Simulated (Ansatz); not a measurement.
# BaO: deformation potentials from a series

```xyz
2
Lattice="0.0000 2.7500 2.7500 2.7500 0.0000 2.7500 2.7500 2.7500 0.0000" Properties=species:S:1:pos:R:3 pbc="T T T"
Ba    0.0000    0.0000    0.0000
O     2.7500    2.7500    2.7500
```

Atoms are numbered in the order listed.

The cell is COD entry 5910030, as deposited and not checked against the literature; nothing was relaxed. It differs from other determinations.

Spin–orbit coupling is left out, though it moves levels of the heavy atoms by tenths of an eV or more.

Computed with DFT, PBE, all-electron LAPW, scalar-relativistic in Ansatz 0.2.0.

The runs use a Γ-centred 8×8×8 k mesh, Fermi–Dirac smearing of 0.02 eV, basis error target 0.5 meV/atom, no spin polarisation.

The cell is scaled evenly. Fractional coordinates are held (clamped ions).

The valence-band top of this crystal doesn't lie at Γ but 0.51 eV above the top filled level there.

Only quantities that a quadratic follows smoothly over the whole series are listed; rougher ones are left out.

```csv
ln(V/Vcell),direct gap at Γ (eV),smallest gap on mesh and path (eV)
-0.0619,4.677,1.726
-0.0408,4.511,1.814
-0.0101,4.277,1.932
0.0000,4.202,1.968
0.0100,4.129,2.003
0.0198,4.058,2.036
0.0392,3.920,2.098
```

Question: Fit the series and give the slopes at zero strain.

Answer: Least-squares fits y = p0 + p1 x + p2 x² to the rows give direct gap at Γ (eV): p1 = -7.38, p2 = 4.7; smallest gap on mesh and path (eV): p1 = 3.54, p2 = -6. So dEg/dln V = -7.4 eV for the direct gap at Γ, which isn't the fundamental gap here: that one has dEg/dln V = 3.5 eV. Semilocal gaps are too small, but their slopes carry over better.

Question: One run, at ln(V/Vcell) = -0.0202, is withheld. Predict its row.

Answer: The fits give 4.353, 1.894; the run gave 4.353, 1.894.
